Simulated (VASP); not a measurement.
# PbF2 (Fluorocronite): dielectric tensor with PBE

Crystal: PbF2 (Fluorocronite).

```xyz
3
Lattice="0.0000 2.9462 2.9462 2.9462 0.0000 2.9462 2.9462 2.9462 0.0000" Properties=species:S:1:pos:R:3 pbc="T T T"
Pb    0.0000    0.0000    0.0000
F     1.4731    1.4731    1.4731
F     4.4193    4.4193    4.4193
```

```json
{
  "Program": "VASP 6.6.1",
  "Task": "dielectric tensor",
  "Functional": "PBE",
  "Potentials or basis": "VASP PAW PBE potentials, release 64 (Pb_d, F)",
  "Cutoff": "520 eV",
  "k mesh": "14 × 14 × 14",
  "Occupations": "gaussian, width 0.03 eV",
  "Spin": "no spin polarisation",
  "Monkhorst-Pack mesh": "yes",
  "Further INCAR settings": "ALGO = Normal; EDIFF = 1e-08"
}
```

```yaml
Electronic_dielectric_tensor_diagonal: 3.34
Born_charges_mean_of_the_diagonal: Pb +3.21; F -1.60 e
```

Levels at points of the mesh, in eV from the valence-band top:
| k point | band 11 | band 12 | band 13 | band 14 | band 15 | band 16 | band 17 | band 18 |
| --- | --- | --- | --- | --- | --- | --- | --- | --- |
| (0.04, 0.04, 0.04) | -2.59 | -2.09 | -2.09 | -2.04 | 6.74 | 6.80 | 6.80 | 10.78 |

Electronic dielectric tensor:
```
3.34 0.00 0.00
0.00 3.34 0.00
0.00 0.00 3.34
```

Born effective charge tensors (e):
atom 1, Pb
```
3.21 0.00 0.00
0.00 3.21 0.00
0.00 0.00 3.21
```
atom 2, F
```
-1.60  0.00  0.00
 0.00 -1.60  0.00
 0.00  0.00 -1.60
```
atom 3, F
```
-1.60  0.00  0.00
 0.00 -1.60  0.00
 0.00  0.00 -1.60
```

It took 29 min on 2 MPI ranks on Intel(R) Xeon(R) Platinum 8488C (Sapphire Rapids), on a shared host, peak memory 1.4 GiB a rank.

Spin-orbit coupling is left out, which matters for the levels of Pb.
